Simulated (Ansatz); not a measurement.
BaTiO3:

```
CELL_PARAMETERS angstrom
3.99980 0.00000 0.00000
0.00000 3.99980 0.00000
0.00000 0.00000 4.01800
ATOMIC_POSITIONS crystal
Ba 0.99557 0.99064 0.00350
Ti 0.50254 0.49192 0.46877
O 0.47922 0.51432 0.00641
O 0.50273 0.00330 0.50938
O 0.01995 0.49981 0.53994
```

```yaml
Program: Ansatz 0.2.0
Task: relaxation of cell and atoms
Functional: PBEsol
Potentials_or_basis: Ansatz PAW
Cutoff: "420 eV (not typed: the program's choice for these potentials)"
k_mesh: 7 × 7 × 7
Occupations: fermi-dirac, width 0.05 eV
Spin: no spin polarisation
Hubbard_terms: Ti d U = 5 eV
```

At the start: volume 12.86 Å³/atom.

Q: How do energy, volume and symmetry change on relaxing?

A: It ends after 8 steps and the volume is 12.64 Å³/atom (-1.7 %); space group Pm-3m (No. 221, to 0.05 Å).

The path:
| step | energy change (eV) | largest force (eV/Å) | volume (Å³) |
| --- | --- | --- | --- |
| 1 | 0.0000 | 1.2548 | 64.28 |
| 2 | -0.0197 | 1.2993 | 64.74 |
| 3 | -0.2002 | 0.0219 | 62.33 |
| 4 | -0.2005 | 0.0052 | 63.71 |
| 5 | -0.2050 | 0.0024 | 63.21 |
| 6 | -0.2013 | 0.0024 | 63.21 |
| 7 | -0.2015 | 0.0006 | 63.18 |
| 8 | -0.2014 | 0.0006 | 63.18 |

Final structure:
```yaml
crystal:
  lattice:
    - [3.98283, 0.00000, 0.00000]
    - [0.00000, 3.98280, 0.00000]
    - [0.00000, 0.00000, 3.98285]
  atoms:
    - { symbol: Ba, position: [0.99994, 0.99993, 0.00563] }
    - { symbol: Ti, position: [0.49984, 0.49983, 0.50568] }
    - { symbol: O, position: [0.50005, 0.50005, 0.00554] }
    - { symbol: O, position: [0.50006, 0.00012, 0.50558] }
    - { symbol: O, position: [0.00011, 0.50007, 0.50556] }
```

Caveat: the plane-wave basis is chosen anew once the cell has moved, so the energies of steps on either side of that aren't comparable; the pressure holds a Pulay correction of +0.6 GPa for the finite cutoff; the PAW data sets come from PBE, with cores solved anew for the run's functional, which leaves a small shift of forces and pressure.
